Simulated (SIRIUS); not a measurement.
An input for SIRIUS 7.10.0 (TePt):

The input sirius.json:

```json
{
  "control": {
    "processing_unit": "cpu",
    "verbosity": 2,
    "num_bands_to_print": 26,
    "print_forces": true,
    "print_stress": true
  },
  "parameters": {
    "electronic_structure_method": "pseudopotential",
    "xc_functionals": ["XC_LDA_X", "XC_LDA_C_PW"],
    "gk_cutoff": 85,
    "pw_cutoff": 18.4,
    "ngridk": [7, 7, 7],
    "shiftk": [0, 0, 0],
    "smearing": "fermi_dirac",
    "smearing_width": 0.0018374661,
    "num_bands": 26,
    "num_mag_dims": 0,
    "num_dft_iter": 60,
    "energy_tol": 1e-08,
    "density_tol": 1e-06
  },
  "iterative_solver": {
    "type": "davidson",
    "min_tolerance": 1e-09,
    "tolerance_scale": [0.1, 0.25]
  },
  "mixer": {
    "type": "anderson",
    "beta": 0.7,
    "max_history": 8
  },
  "settings": {
    "tol_ne": 1e-10,
    "pseudo_grid_cutoff": 6.5
  },
  "unit_cell": {
    "lattice_vectors": [
      [0.0, 5.429236370738, 5.429236370738],
      [5.429236370738, 0.0, 5.429236370738],
      [5.429236370738, 5.429236370738, 0.0]
    ],
    "atom_coordinate_units": "lattice",
    "atom_types": ["Te", "Pt"],
    "atom_files": {
      "Te": "Te.json",
      "Pt": "Pt.json"
    },
    "atoms": {
      "Te": [
        [0.75, 0.75, 0.75]
      ],
      "Pt": [
        [0.0, 0.0, 0.0]
      ]
    }
  }
}
```

Potentials or basis: PseudoDojo 0.4.1 PBE standard (scalar relativistic).

Command:

```sh
$ upf_to_json Te.upf
$ upf_to_json Pt.upf
$ OMP_NUM_THREADS=1 sirius.scf --input=sirius.json --output=out.json --task=0
```

Problem. How does this run end?

Solution. The run stopped without a result. It printed:

Output:

```text
Exception in function "initialize" at src/context/simulation_context.cpp:312
G+k cutoff is too large for a given plane-wave cutoff
  pw cutoff : 18.4
  doubled G+k cutoff : 170
--------------------------------------------------------------------------
MPI_ABORT was invoked on rank 0 in communicator MPI_COMM_WORLD
  Errorcode: -1

NOTE: invoking MPI_ABORT causes Open MPI to kill all MPI processes.
You may or may not see output from other processes, depending on
exactly when Open MPI kills them.
--------------------------------------------------------------------------
```
